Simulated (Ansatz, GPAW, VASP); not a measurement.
**One calculation of Ge, 3 ways**

```
Ge
1.0
     0.00000    2.82891    2.82891
     2.82891    0.00000    2.82891
     2.82891    2.82891    0.00000
Ge
2
Cartesian
  4.2434 4.2434 4.2434
  2.8289 2.8289 2.8289
```

Alike in all runs: task single point; functional PBE; k mesh 8 × 8 × 8; occupations gaussian, width 0.029 eV; no spin polarisation; no spin-orbit coupling. Pressure is positive in compression and, in plane waves, holds the error of the finite cutoff.

```tsv
program and potentials	plane-wave cutoff (eV)	notes	band gap (eV)	pressure (GPa)
VASP, PBE PAW files Ge_d, 520 eV	520	14 valence electrons an atom on average	?	?
Ansatz, all-electron LAPW, scalar-relativistic	-	-	0.04	3.59
GPAW, GPAW PAW data sets (gpaw-data 1.2.1)	600	4 valence electrons an atom on average	0.09	3.84
```

Problem. Estimate from the other rows what the run with VASP, PBE PAW files Ge_d, 520 eV gave.

Solution. Band gap 0.03 eV; pressure 3.50 GPa. The other rows, which needn't bracket it: band gap 0.04 to 0.09; pressure 3.59 to 3.84.
